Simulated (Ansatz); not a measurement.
Calculated ¹⁷⁹Hf nuclear quadrupole resonance for HfO2

Cell: a Materials Project structure (computed, not necessarily an observed phase).

```cif
data_HfO2
_symmetry_space_group_name_H-M 'P2_12_12'
_symmetry_Int_Tables_number 18
_cell_length_a 5.0803
_cell_length_b 5.1649
_cell_length_c 4.8909
_cell_angle_alpha 90.000
_cell_angle_beta 90.000
_cell_angle_gamma 90.000
loop_
_atom_site_label
_atom_site_type_symbol
_atom_site_symmetry_multiplicity
_atom_site_Wyckoff_symbol
_atom_site_fract_x
_atom_site_fract_y
_atom_site_fract_z
Hf Hf 4 c 0.2774 0.2818 0.7279
O5 O 2 a 0.5000 0.5000 0.4244
O7 O 2 b 0.5000 0.0000 0.5109
O9 O 4 c 0.3132 0.6636 0.8955
```

One atom of each set is listed.

Computed with Ansatz: DFT, r2SCAN, plane waves and PAW, scalar-relativistic, 500 eV cutoff, Γ-centred 4×4×4 k-points, Fermi–Dirac smearing 0.02 eV.

¹⁷⁹Hf: I = 9/2, Q = 3793 mb (year-2017 value). Static lattice, zero field.

**Question.** The simulated lines lie at 161.8, 180.8, 251.4, 342.5, 343.6 MHz. What are |C_Q|, η and |V_zz| at Hf?

**Answer.** For I = 9/2 and η = 0 the lines are |C_Q|/24 times 1, 2, 3 and 4; η shifts the lowest up most. At large η the states mix, and weaker lines appear at sums of the main ones; lines under 5 % of the strongest are left out. Here |C_Q| = 2096 MHz, η = 0.45 and |V_zz| = 22.9 × 10²¹ V/m². The calculation gives V_zz positive; the lines don't show the sign. The site has 7 O at 1.99–2.25 Å.

Without spin–orbit coupling the gradients at and beside Hf can be off by some per cent, at some sites by more.
